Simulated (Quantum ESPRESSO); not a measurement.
The system is BaZrO3.

```xyz
5
Lattice="4.1913 0.0000 0.0000 0.0000 4.1913 0.0000 0.0000 0.0000 4.1913" Properties=species:S:1:pos:R:3 pbc="T T T"
Ba    0.0000    0.0000    0.0000
Zr    2.0957    2.0957    2.0957
O     2.0957    2.0957    0.0000
O     2.0957    0.0000    2.0957
O     0.0000    2.0957    2.0957
```

```yaml
Program: Quantum ESPRESSO 7.5
Task: phonons
Functional: LDA
Potentials_or_basis: PseudoDojo 0.4.1 SR LDA standard
Cutoff: 1143 eV
Density_cutoff: 4572 eV
k_mesh: 4 × 4 × 4, shifted
Occupations: fermi-dirac, width 0.05 eV
Spin: no spin polarisation
Form_of_the_LDA_correlation: PW92
Mixing_beta: 0.5
Most_SCF_iterations: 120
SCF_threshold: 1e-09 Ry
```

The cell and the atoms were relaxed first, to 14.29 Å³/atom (a = 4.149 Å, b = 4.149 Å, c = 4.149 Å, α = 90.00°, β = 90.00°, γ = 90.00°), and the response was taken there.

The first run showed a gap, so the response started from a second, tighter run with fixed occupations.

Task: What is the highest optical frequency at the zone centre, leaving out the macroscopic field of polar modes?

Result: 525 cm⁻¹, a mode of symmetry T1u (IR).

Optical modes at Γ, degenerate ones joined, polar ones without the macroscopic field:
| cm⁻¹ | components | symmetry | active in | IR intensity, summed ((D/Å)²/amu) |
| --- | --- | --- | --- | --- |
| 102 | 3 | T1u | IR | 31.60 |
| 184 | 3 | T2u | silent | 0.00 |
| 206 | 3 | T1u | IR | 67.67 |
| 525 | 3 | T1u | IR | 63.16 |

Caveat: this release of the barium file is off.
